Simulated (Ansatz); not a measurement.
## GaSb: equation of state with PBE

Crystal: GaSb.

```
Sb Ga
1.0
    -2.75343    2.75343    1.59071
     2.75343   -2.75343    1.59071
     2.75343    2.75343   -1.59071
Sb Ga
1 1
Direct
  0.00000 0.00000 0.00000
  0.75000 0.25000 0.50000
```

Measurements of this composition are mostly on another form, of space group No. 216.

```json
{
  "Program": "Ansatz 0.2.0",
  "Task": "equation of state",
  "Functional": "PBE",
  "Potentials or basis": "all-electron LAPW, scalar-relativistic",
  "Basis error allowed": "0.0005 eV/atom",
  "k mesh": "10 × 10 × 10",
  "Occupations": "fermi-dirac, width 0.05 eV",
  "Spin": "no spin polarisation"
}
```

- Equilibrium volume: 24.19 Å³/atom
- Bulk modulus at fixed shape and positions: 52 GPa
- Pressure derivative of the bulk modulus: 4.7

Energy against volume, from the lowest point:
| volume (Å³/atom) | energy (meV/atom) |
| --- | --- |
| 22.672 | 17.48 |
| 23.155 | 7.81 |
| 23.637 | 2.13 |
| 24.120 | 0.00 |
| 24.602 | 1.04 |
| 25.084 | 4.93 |
| 25.567 | 11.33 |

All runs of the series together: 6.5 min on 1 thread of Intel(R) Xeon(R) Platinum 8488C (Sapphire Rapids), with other jobs on the host.

Caveat: the cell was scaled at fixed shape and fractional positions, which overstates the stiffness of a crystal with free parameters, most of all of layers and chains. Spin-orbit coupling is left out, which matters for the levels of Sb.
